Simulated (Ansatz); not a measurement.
**W: density of states with RPBE+D3(BJ)+ATM**

Crystal: W.

```
CELL_PARAMETERS angstrom
3.16469 0.00000 0.00000
0.00000 3.16469 0.00000
0.00000 0.00000 3.16469
ATOMIC_POSITIONS crystal
W 0.00000 0.00000 0.00000
W 0.50000 0.50000 0.50000
```

- Program: Ansatz 0.2.0
- Task: density of states
- Functional: RPBE
- Dispersion: D3(BJ)+ATM
- Potentials or basis: JTH PAW
- Cutoff: 1290 eV
- Density cutoff: 5160 eV
- k mesh: 8 × 8 × 8
- Occupations: cold, width 0.01 eV
- Spin: collinear spin, ferrimagnetic start
- Starting moments: [0.5, -0.25] μB
- Driver: chain
- Conventional: yes

```yaml
Pressure: -36.8 GPa
Band_gap_on_the_k_mesh: none (metal or under the smearing width)
Net_moment: 0.06 μB per cell
Absolute_moment: 0.06 μB per cell
Density_of_states_at_the_Fermi_level: 0.74 states/eV per cell
```

Levels at points of the mesh, in eV from the Fermi level:
Spin up:
```tsv
k point	band 11	band 12	band 13	band 14	band 15	band 16	band 17	band 18
(0.00, 0.00, 0.00)	-5.91	-1.30	-1.30	-1.30	2.20	2.20	5.09	5.09
(0.00, 0.00, -0.50)	-2.89	-2.89	-0.61	-0.61	-0.61	-0.61	1.29	1.29
(0.00, -0.50, -0.50)	-3.64	-3.64	0.57	0.57	2.09	2.09	3.08	3.08
(-0.50, -0.50, -0.50)	-3.05	-3.05	-3.05	-3.05	3.25	3.25	3.25	3.25
```
Spin down:
| k point | band 10 | band 11 | band 12 | band 13 | band 14 | band 15 | band 16 | band 17 | band 18 | band 19 |
| --- | --- | --- | --- | --- | --- | --- | --- | --- | --- | --- |
| (0.00, 0.00, 0.00) | -5.89 | -5.89 | -1.28 | -1.28 | -1.28 | 2.21 | 2.21 | 5.10 | 5.10 | 5.10 |
| (0.00, 0.00, -0.50) | -5.28 | -2.87 | -2.87 | -0.59 | -0.59 | -0.59 | -0.59 | 1.31 | 1.31 | 3.46 |
| (0.00, -0.50, -0.50) | -6.34 | -3.62 | -3.62 | 0.59 | 0.59 | 2.11 | 2.11 | 3.09 | 3.09 | 6.09 |
| (-0.50, -0.50, -0.50) | -3.03 | -3.03 | -3.03 | -3.03 | -3.03 | 3.26 | 3.26 | 3.26 | 3.26 | 6.63 |

States per cell in windows of 1 eV (zero at the Fermi level; states under -8 eV left out):
```tsv
from (eV)	up	down
-8.0	0.12	0.12
-7.0	0.36	0.35
-6.0	0.81	0.80
-5.0	0.79	0.81
-4.0	1.26	1.25
-3.0	1.32	1.30
-2.0	0.92	0.95
-1.0	0.38	0.38
0.0	0.65	0.64
1.0	1.05	1.04
2.0	1.25	1.23
3.0	1.27	1.30
4.0	0.48	0.49
5.0	0.33	0.33
6.0	0.31	0.31
7.0	0.34	0.34
```

It took 25 s on 2 threads of Arm Neoverse N1 (shared host), peak memory 0.64 GiB.

Caveat: the potentials were made for another functional, which shifts forces and pressure; a pressure of tens of GPa on the cell as given is suspect, and the run, the potentials or the cell itself is likely at fault; pairwise dispersion overbinds metals, which lowers pressure and volume; the starting moments weren't kept. Spin-orbit coupling is left out, which matters for the levels of W.
